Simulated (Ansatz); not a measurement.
Theory: Ansatz 0.2.0, DFT PBE, scalar-relativistic, plane waves, PAW. Cutoff 420 eV, Γ-centred 8×8×4 mesh (4-atom cell), Gaussian smearing of 0.02 eV, no spin polarisation.

Formation energies are uncorrected and count from the elements' standard states at the same level.

**Question.** Suggest a trial structure for a hexagonal semiconductor that holds Cd and 1 more element, with a gap near 1.1 eV, a formation energy near −0.66 eV/atom and a density near 4.61 g/cm³, in a cell of 4 atoms.

**Answer.** CdS, space group P6_3mc (No. 186). Cd is surrounded by 4 S at 2.57 Å; around S lie 4 Cd at 2.57 Å.

```yaml
crystal:
  lattice:
    - [4.19668, 0.00000, 0.00000]
    - [-2.09834, 3.63443, 0.00000]
    - [0.00000, 0.00000, 6.82790]
  atoms:
    - { symbol: Cd, position: [0.33333, 0.66667, 0.67433] }
    - { symbol: Cd, position: [0.66667, 0.33333, 0.17433] }
    - { symbol: S, position: [0.66667, 0.33333, 0.79770] }
    - { symbol: S, position: [0.33333, 0.66667, 0.29770] }
```

The volume per atom is 26.04 Å³ and the density is 4.61 g/cm³. The formation energy is −0.660 eV/atom. The gap on the 8×8×4 mesh of the 4-atom cell is 1.11 eV.

The cell was reached from a generator's guess, though it ends in a space group that the Crystallography Open Database lists for this formula. The answer needn't be unique; the calculation gave this one.

Kohn–Sham gaps at this level usually fall short of measured ones. The reference form of S is held partly by dispersion forces, which this level lacks. A later test with randomly moved atoms came back to the same energy, though modes that don't fit the test's cell weren't probed.
